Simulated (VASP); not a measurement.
# MgO (P6_3mc) in VASP: further runs

The runs below take MgO through single point, with r2SCAN.

Everything below comes from runs of VASP 6.6.1. Logs are shortened: lines on timing, memory, paths and dates and some standing lists are left out, and cuts for length are marked.

## 1. Starting point

The structure is hexagonal, space group P6_3mc (No. 186). The conventional cell has a = 3.308 Å, b = 3.308 Å, c = 4.983 Å, α = 90.00°, β = 90.00°, γ = 120.00°. Around Mg (site symmetry 3m) lie 4 O at 1.97 to 1.99 Å. Around O (site symmetry 3m) lie 4 Mg at 1.97 to 1.99 Å.

Measurements of this composition are mostly on another form, of space group No. 225.

## 2. Single point, r2SCAN

Contents of INCAR:

```
SYSTEM = MgO
  PREC = Normal
  ENCUT = 800
  EDIFF = 1E-6
  ISMEAR = 0
  SIGMA = 0.05
  LREAL = .False.
  LASPH = .True.
  NELM = 100
  ALGO = Normal
  ISIF = 2
  LWAVE = .False.
  LCHARG = .False.
  METAGGA = R2SCAN
  LMIXTAU = .True.
  NBANDS = 16
  ADDGRID = .False.
```

Contents of KPOINTS:

```
Automatic mesh
0
Gamma
  4 4 2
  0 0 0
```

Contents of POSCAR:

```
MgO
1.0
    3.3077869865      0.0000000000      0.0000000000
   -1.6538934933      2.8646275606      0.0000000000
    0.0000000000      0.0000000000      4.9828816700
Mg O
2 2
Direct
    0.6666666667      0.3333333333      0.5021597400
    0.3333333333      0.6666666667      0.0021597400
    0.6666666667      0.3333333333      0.9024402600
    0.3333333333      0.6666666667      0.4024402600
```

Potentials or basis: VASP PAW PBE potentials, release 64 (Mg, O_h).

Command:

```
> cat potpaw_PBE.64/Mg/POTCAR potpaw_PBE.64/O_h/POTCAR > POTCAR
> mpirun -np 1 vasp_std > vasp.out
```

OUTCAR:

```text
SYSTEM = MgO
   PREC = Normal
   ENCUT = 800
   EDIFF = 1E-6
   ISMEAR = 0
   LREAL = .False.
   LASPH = .True.
   NELM = 100
   ISIF = 2
   METAGGA = R2SCAN

 Found      8 irreducible k-points:

 Following reciprocal coordinates:
            Coordinates               Weight
  0.000000  0.000000  0.000000      1.000000
  0.250000  0.000000  0.000000      6.000000
  0.500000  0.000000  0.000000      3.000000
  0.250000  0.250000  0.000000      6.000000
  0.000000  0.000000  0.500000      1.000000
  0.250000  0.000000  0.500000      6.000000
   k-points           NKPTS =      8   k-points in BZ     NKDIM =      8   number of bands    NBANDS=     16
   number of dos      NEDOS =    301   number of ions     NIONS =      4
   total plane-waves  NPLWV =  20736
   dimension x,y,z NGX =    24 NGY =   24 NGZ =   36
   dimension x,y,z NGXF=    48 NGYF=   48 NGZF=   72
   ions per type =               2   2
   NGX,Y,Z   is equivalent  to a cutoff of  12.06, 12.06, 12.01 a.u.
   NGXF,Y,Z  is equivalent  to a cutoff of  24.12, 24.12, 24.02 a.u.
 SYSTEM =  MgO
   PREC   = normal    normal or accurate (medium, high low for compatibility)
   ISTART =      0    job   : 0-new  1-cont  2-samecut
   ICHARG =      2    charge: 1-file 2-atom 10-const
   ISPIN  =      1    spin polarized calculation?
   LNONCOLLINEAR =      F non collinear calculations
   LSORBIT =      F    spin-orbit coupling
   LASPH  =      T    aspherical Exc in radial PAW
   ENCUT  =  800.0 eV  58.80 Ry    7.67 a.u.   7.63  7.63 11.49*2*pi/ulx,y,z
   NELM   =    100;   NELMIN=  2; NELMDL= -5     # of ELM steps
   EDIFF  = 0.1E-05   stopping-criterion for ELM
   LREAL  =      F    real-space projection
   EDIFFG = 0.1E-04   stopping-criterion for IOM
   NSW    =      0    number of steps for IOM
   IBRION =     -1    ionic relax: 0-MD 1-quasi-New 2-CG
   NFREE  =      0    steps in history (QN), initial steepest desc. (CG)
   ISIF   =      2    stress and relaxation
   ISYM   =      2    0-nonsym 1-usesym 2-fastsym
   POTIM  = 0.5000    time-step for ionic-motion
   TEBEG  =    0.0;   TEEND  =   0.0 temperature during run
   PSTRESS=    0.0 pullay stress
   NELECT =      16.0000    total number of electrons
   NUPDOWN=      -1.0000    fix difference up-down
   EMIN   =  10.00;   EMAX   =-10.00  energy-range for DOS
   EFERMI =   0.00;   METHOD = LEGACY
   ISMEAR =     0;   SIGMA  =   0.05  broadening in eV -4-tet -1-fermi 0-gaus
   EFERMI_NEDOS =   21; number of points for ismear=-14 and -15
   IALGO  =     38    algorithm
   IMIX   =      4    mixing-type and parameters
     AMIX     =   0.40;   BMIX     =  1.00
     AMIX_MAG =   1.60;   BMIX_MAG =  1.00
  volume/ion in A,a.u.               =      11.80        79.66
  Fermi-wavevector in a.u.,A,eV,Ry     =   1.141351  2.156842 17.724080  1.302683
  Thomas-Fermi vector in A             =   2.278052
   LORBIT       =      0    0 simple, 1 ext, 2 COOP (PROOUT), +10 PAW based schemes
   METAGGA = R2SCAN    functional components
   LHFCALC =     F    Hartree Fock is set to
   AEXX    =    0.0000 exact exchange contribution
   IVDW    =     0    specifies the selected vdW correction
   LEPSILON=     F    determine dielectric tensor
   LRPA    =     F    only Hartree local field effects (RPA)
 non-spin polarized calculation
 Gauss-broadening in eV      SIGMA  =   0.05
  energy-cutoff  :      800.00
  volume of cell :       47.22
 maximum number of plane-waves:      2446
   NGX = 15   NGY = 15   NGZ = 23

 number of electron      15.9999981 magnetization

 Free energy of the ion-electron system (eV)
  ---------------------------------------------------
  ext. energy  EPLUGINS =         0.00000000
  ---------------------------------------------------
  free energy    TOTEN  =       -31.87001988 eV

  energy without entropy =      -31.87001988  energy(sigma->0) =      -31.87001988

 E-fermi :   1.3645     XC(G=0): -10.2019

 val. band max:        1.0638958365   @ k =   0.0000   0.0000   0.0000
 cond. band min:       5.1878983541   @ k =   0.0000   0.0000   0.0000
 fundamental gap:      4.1240025176
 Fermi energy:         1.3644554554

 k-point     1 :       0.0000    0.0000    0.0000
  band No.  band energies     occupation
      1     -16.1612      2.00000
      2     -15.3772      2.00000
      3      -2.2188      2.00000
      4       0.2582      2.00000
      5       0.2584      2.00000
      6       0.6017      2.00000
[... 8 lines left out ...]
     15      18.6032      0.00000
     16      18.6033      0.00000

 k-point     2 :       0.2500    0.0000    0.0000
  band No.  band energies     occupation
      1     -15.8928      2.00000
      2     -15.3045      2.00000
      3      -1.6566      2.00000
      4      -1.0059      2.00000
      5      -0.4301      2.00000
      6      -0.0416      2.00000
[... 8 lines left out ...]
     15      17.0121      0.00000
     16      17.4461      0.00000

 k-point     3 :       0.5000    0.0000    0.0000
  band No.  band energies     occupation
      1     -15.5411      2.00000
      2     -15.2996      2.00000
      3      -2.0390      2.00000
      4      -1.1304      2.00000
      5      -0.7053      2.00000
      6      -0.2748      2.00000
[... 8 lines left out ...]
     15      16.3104      0.00000
     16      18.1194      0.00000

 k-point     4 :       0.2500    0.2500    0.0000
  band No.  band energies     occupation
      1     -15.5519      2.00000
      2     -15.2910      2.00000
      3      -1.6820      2.00000
      4      -1.0677      2.00000
      5      -0.7229      2.00000
      6      -0.4693      2.00000
[... 8 lines left out ...]
     15      16.0093      0.00000
     16      18.2325      0.00000

 k-point     5 :       0.0000    0.0000    0.5000
  band No.  band energies     occupation
      1     -15.7828      2.00000
      2     -15.7828      2.00000
      3      -0.9367      2.00000
      4      -0.9367      2.00000
      5       0.4265      2.00000
      6       0.4265      2.00000
[... 8 lines left out ...]
     15      16.5949      0.00000
     16      16.5949      0.00000

 k-point     6 :       0.2500    0.0000    0.5000
  band No.  band energies     occupation
      1     -15.6020      2.00000
      2     -15.6020      2.00000
      3      -1.4544      2.00000
      4      -1.4544      2.00000
      5       0.2484      2.00000
      6       0.2484      2.00000
[... 8 lines left out ...]
     15      17.0575      0.00000
     16      17.0575      0.00000

 [... further k-points ...]

------------------------ aborting loop because EDIFF is reached ----------------------------------------

  FORCE on cell =-STRESS in cart. coord.  units (eV):
  Direction    XX          YY          ZZ          XY          YZ          ZX
  --------------------------------------------------------------------------------------
  -------------------------------------------------------------------------------------
  Total       -1.0586269     -1.0586269     -0.9771537      0.0000000     -0.0000000      0.0000000
  in kB      -35.9225556    -35.9225556    -33.1579131      0.0000000     -0.0000000      0.0000000
  external PRESSURE =     -35.0010081 kB  Pullay stress =       0.0000000 kB

 VOLUME and BASIS-vectors are now :
 -----------------------------------------------------------------------------
  energy-cutoff  :      800.00
  volume of cell :       47.22
      direct lattice vectors                 reciprocal lattice vectors
     3.307786987  0.000000000  0.000000000     0.302316928  0.174542760  0.000000000
    -1.653893493  2.864627561  0.000000000     0.000000000  0.349085519  0.000000000
     0.000000000  0.000000000  4.982881670     0.000000000  0.000000000  0.200687086

 POSITION                                       TOTAL-FORCE (eV/Angst)
 -----------------------------------------------------------------------------------
      1.65389      0.95488      2.50220         0.000000      0.000000      0.030315
     -0.00000      1.90975      0.01076        -0.000000     -0.000000      0.030315
      1.65389      0.95488      4.49675        -0.000000      0.000000     -0.030315
     -0.00000      1.90975      2.00531        -0.000000      0.000000     -0.030315
 -----------------------------------------------------------------------------------
    total drift:                               -0.000022     -0.000037      0.046064

  FREE ENERGIE OF THE ION-ELECTRON SYSTEM (eV)
  ---------------------------------------------------
  free  energy   TOTEN  =       -31.8700198793 eV

  energy  without entropy=      -31.8700198793  energy(sigma->0) =      -31.87001988
```

OSZICAR:

```text
N       E                     dE             d eps       ncg     rms          rms(c)
DAV:   1     0.108832512738E+03    0.10883E+03   -0.96985E+03   256   0.131E+03
DAV:   2    -0.263397500577E+02   -0.13517E+03   -0.12142E+03   400   0.226E+02
DAV:   3    -0.410608934556E+02   -0.14721E+02   -0.14593E+02   288   0.859E+01
[... 13 lines left out ...]
DAV:  17    -0.318700279081E+02   -0.38681E-04   -0.43708E-06   256   0.248E-02    0.410E-03
DAV:  18    -0.318700105578E+02    0.17350E-04   -0.14675E-06   192   0.149E-02    0.164E-03
DAV:  19    -0.318700211034E+02   -0.10546E-04   -0.15491E-06   192   0.121E-02    0.115E-03
DAV:  20    -0.318700194312E+02    0.16722E-05   -0.14119E-07   128   0.315E-03    0.112E-03
DAV:  21    -0.318700198793E+02   -0.44813E-06   -0.86676E-09   128   0.771E-04
   1 F= -.31870020E+02 E0= -.31870020E+02  d E =-.178756E-18
```

stdout:

```text
POSCAR found type information on POSCAR MgO
 POSCAR found :  2 types and       4 ions
 scaLAPACK will be used
 -----------------------------------------------------------------------------
|                                                                             |
|                                                                             |
|     You enforced a specific xc type in the INCAR file but a different       |
|     I HOPE YOU KNOW WHAT YOU ARE DOING!                                     |
|                                                                             |
 -----------------------------------------------------------------------------

 LDA part: xc-table for (None), standard interpolation
 POSCAR, INCAR and KPOINTS ok, starting setup
 FFT: planning ... GRIDC
 FFT: planning ... GRID_SOFT
 FFT: planning ... GRID
 WAVECAR not read
 entering main loop
```

Wall time 75 s (1 thread of AMD EPYC 7R43 (Zen 3), shared host); peak memory 0.12 GiB.

These settings aren't checked as converged: the numbers below hold their error.

What came out:

```
Free energy            : -31.8700 eV
Largest force          : 0.030 eV/Å
Band gap on the k mesh : 4.12 eV, direct
```

Caveat: the k mesh is coarse (spacing up to 0.63 Å⁻¹), so the values aren't converged; the cutoff is under 1.25 times the usual one of these potentials, so pressure, stress and relaxed cells hold a basis-set (Pulay) error; the PAW data sets were made with another functional, which shifts forces and pressure a little.

## 3. Single point, r2SCAN

INCAR is that of step 2.

KPOINTS is that of step 2.

Contents of POSCAR:

```
MgO
1.0
    3.3077869865      0.0000000000      0.0000000000
   -1.6538934933      2.8646275606      0.0000000000
    0.0000000000      0.0000000000      4.9828816700
Mg O
2 2
Direct
    0.6747690000      0.3351150000      0.5028290000
    0.3311760000      0.6515210000      0.0154490000
    0.6888710000      0.3367780000      0.8828130000
    0.3168690000      0.6615630000      0.3988200000
```

Potentials or basis: VASP PAW PBE potentials, release 64 (Mg, O_h).

Command:

```
> cat potpaw_PBE.64/Mg/POTCAR potpaw_PBE.64/O_h/POTCAR > POTCAR
> mpirun -np 1 vasp_std > vasp.out
```

It took 85 s on 1 thread of AMD EPYC 7R43 (Zen 3), shared host; peak memory 0.13 GiB.

The run converged, but some of its settings lie outside the range that counts as converged, so its numbers aren't taken as properties of the crystal.

What came out:

```yaml
Free_energy: -31.7034 eV
Largest_force: 1.638 eV/Å
Band_gap_on_the_k_mesh: 4.21 eV, direct
```

Caveat: the k mesh is coarse (spacing up to 0.63 Å⁻¹), so the values aren't converged; the cutoff is under 1.25 times the usual one of these potentials, so pressure, stress and relaxed cells hold a basis-set (Pulay) error; the PAW data sets were made with another functional, which shifts forces and pressure a little.

## 4. Single point, r2SCAN

Edit INCAR of step 3 so:

```diff
@@ -1,3 +1,3 @@
 SYSTEM = MgO
-  PREC = Normal
+  PREC = Accurate
   ENCUT = 800
@@ -6,3 +6,3 @@
   SIGMA = 0.05
-  LREAL = .False.
+  LREAL = Auto
   LASPH = .True.
```

KPOINTS is that of step 3.

Contents of POSCAR:

```
MgO
1.0
    3.3077869865      0.0000000000      0.0000000000
   -1.6538934933      2.8646275606      0.0000000000
    0.0000000000      0.0000000000      4.9828816700
Mg O
2 2
Direct
    0.6666666667      0.3333333333      0.5021597400
    0.3333333333      0.6666666667      0.0021597400
    0.6666666667      0.3333333333      0.9024402600
    0.3333333333      0.6666666667      0.4024402600
```

Potentials or basis: VASP PAW PBE potentials, release 64 (Mg, O_h).

Command:

```
> cat potpaw_PBE.64/Mg/POTCAR potpaw_PBE.64/O_h/POTCAR > POTCAR
> mpirun -np 1 vasp_std > vasp.out
```

OUTCAR:

```text
SYSTEM = MgO
   PREC = Accurate
   ENCUT = 800
   EDIFF = 1E-6
   ISMEAR = 0
   LREAL = Auto
   LASPH = .True.
   NELM = 100
   ISIF = 2
   METAGGA = R2SCAN

 Found      8 irreducible k-points:

 Following reciprocal coordinates:
            Coordinates               Weight
  0.000000  0.000000  0.000000      1.000000
  0.250000  0.000000  0.000000      6.000000
  0.500000  0.000000  0.000000      3.000000
  0.250000  0.250000  0.000000      6.000000
  0.000000  0.000000  0.500000      1.000000
  0.250000  0.000000  0.500000      6.000000
   k-points           NKPTS =      8   k-points in BZ     NKDIM =      8   number of bands    NBANDS=     16
[... 195 lines left out ...]
  -------------------------------------------------------------------------------------
  Total       -1.0758402     -1.0758402     -0.9861384      0.0000000      0.0000000      0.0000000
  in kB      -36.5066565    -36.5066565    -33.4627940      0.0000000      0.0000000      0.0000000
  external PRESSURE =     -35.4920356 kB  Pullay stress =       0.0000000 kB

 VOLUME and BASIS-vectors are now :
 -----------------------------------------------------------------------------
  energy-cutoff  :      800.00
  volume of cell :       47.22
      direct lattice vectors                 reciprocal lattice vectors
     3.307786987  0.000000000  0.000000000     0.302316928  0.174542760  0.000000000
    -1.653893493  2.864627561  0.000000000     0.000000000  0.349085519  0.000000000
     0.000000000  0.000000000  4.982881670     0.000000000  0.000000000  0.200687086

 POSITION                                       TOTAL-FORCE (eV/Angst)
 -----------------------------------------------------------------------------------
      1.65389      0.95488      2.50220         0.000000     -0.000000      0.031860
     -0.00000      1.90975      0.01076        -0.000000      0.000000      0.031860
      1.65389      0.95488      4.49675         0.000000      0.000000     -0.031860
     -0.00000      1.90975      2.00531        -0.000000     -0.000000     -0.031860
 -----------------------------------------------------------------------------------
    total drift:                               -0.000000      0.000000      0.007335

  FREE ENERGIE OF THE ION-ELECTRON SYSTEM (eV)
  ---------------------------------------------------
  free  energy   TOTEN  =       -31.8688904930 eV

  energy  without entropy=      -31.8688904930  energy(sigma->0) =      -31.86889049
```

Run time: 88 s. Hardware: 1 thread of AMD EPYC 7R43 (Zen 3), shared host; peak memory 0.2 GiB.

The run converged, but some of its settings lie outside the range that counts as converged, so its numbers aren't taken as properties of the crystal.

Results:

```
Free energy            : -31.8689 eV
Largest force          : 0.032 eV/Å
Band gap on the k mesh : 4.12 eV, direct
```

Caveat: the k mesh is coarse (spacing up to 0.63 Å⁻¹), so the values aren't converged; the cutoff is under 1.25 times the usual one of these potentials, so pressure, stress and relaxed cells hold a basis-set (Pulay) error; the PAW data sets were made with another functional, which shifts forces and pressure a little.

## 5. Single point, r2SCAN

INCAR is that of step 4.

KPOINTS is that of step 4.

Contents of POSCAR:

```
MgO
1.0
    3.3077869865      0.0000000000      0.0000000000
   -1.6538934933      2.8646275606      0.0000000000
    0.0000000000      0.0000000000      4.9828816700
Mg O
2 2
Direct
    0.6747690000      0.3351150000      0.5028290000
    0.3311760000      0.6515210000      0.0154490000
    0.6888710000      0.3367780000      0.8828130000
    0.3168690000      0.6615630000      0.3988200000
```

Command:

```
> cat potpaw_PBE.64/Mg/POTCAR potpaw_PBE.64/O_h/POTCAR > POTCAR
> mpirun -np 1 vasp_std > vasp.out
```

Wall time 3.4 min (1 thread of AMD EPYC 7R43 (Zen 3), shared host); peak memory 0.2 GiB.

The run converged, but some of its settings lie outside the range that counts as converged, so its numbers aren't taken as properties of the crystal.

What came out:

```
Free energy            : -31.7040 eV
Largest force          : 1.650 eV/Å
Band gap on the k mesh : 4.20 eV, direct
```

Caveat: the k mesh is coarse (spacing up to 0.63 Å⁻¹), so the values aren't converged; the cutoff is under 1.25 times the usual one of these potentials, so pressure, stress and relaxed cells hold a basis-set (Pulay) error; the PAW data sets were made with another functional, which shifts forces and pressure a little.
